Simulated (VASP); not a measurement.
Here is a VASP 6.6.1 calculation.

INCAR

```
  PREC = Accurate
  ENCUT = 520
  EDIFF = 1E-6
  ISMEAR = -1
  SIGMA = 0.05
  LREAL = False
  LASPH = True
  NELM = 100
  ALGO = Normal
  ISIF = 2
  LWAVE = False
  LCHARG = False
  METAGGA = SCAN
  LMIXTAU = True
```

The input KPOINTS:

```
regular mesh
0
Gamma
  14 14 14
```

The input POSCAR:

```
B
1.0
    1.8852400000      0.0000000000      0.0000000000
    0.0000000000      1.8852400000      0.0000000000
    0.0000000000      0.0000000000      1.8852400000
B
1
Direct
    0.5000000000      0.5000000000      0.5000000000
```

File KPOINTS_OPT:

```
path GXMGRX,MR
20
line-mode
reciprocal
 0.0000000000  0.0000000000  0.0000000000  G
 0.0000000000  0.5000000000  0.0000000000  X

 0.0000000000  0.5000000000  0.0000000000  X
 0.5000000000  0.5000000000  0.0000000000  M

 0.5000000000  0.5000000000  0.0000000000  M
 0.0000000000  0.0000000000  0.0000000000  G

 0.0000000000  0.0000000000  0.0000000000  G
 0.5000000000  0.5000000000  0.5000000000  R

 0.5000000000  0.5000000000  0.5000000000  R
 0.0000000000  0.5000000000  0.0000000000  X

 0.5000000000  0.5000000000  0.0000000000  M
 0.5000000000  0.5000000000  0.5000000000  R
```

Potentials or basis: VASP PAW PBE potentials, release 64 (B).

The run is started by

```sh
$ cat potpaw_PBE.64/B/POTCAR > POTCAR
$ mpirun -np 1 vasp_std > vasp.out
```

**Question.** Predict the band gap along the path.

**Answer.** None (metal or under the smearing width).

**Question.** Predict the pressure.

**Answer.** -1.1 GPa.

Levels at the corners of the path, in eV from the Fermi level:
```tsv
point	band 1	band 2	band 3	band 4	band 5
Γ	-16.55	14.71	14.71	14.71	24.53
X	-8.54	-6.58	18.81	18.81	31.29
X	-8.54	-6.58	18.81	18.81	31.29
M	-1.99	-1.99	4.45	8.54	22.12
M	-1.99	-1.99	4.45	8.54	22.12
Γ	-16.55	14.71	14.71	14.71	24.53
Γ	-16.55	14.71	14.71	14.71	24.53
R	3.63	3.63	3.63	17.24	17.24
R	3.63	3.63	3.63	17.24	17.24
X	-8.54	-6.58	18.81	18.81	31.30
M	-1.99	-1.99	4.45	8.54	22.12
R	3.63	3.63	3.63	17.24	17.24
```

Caveat: the PAW data sets were made with another functional, which shifts forces and pressure a little.
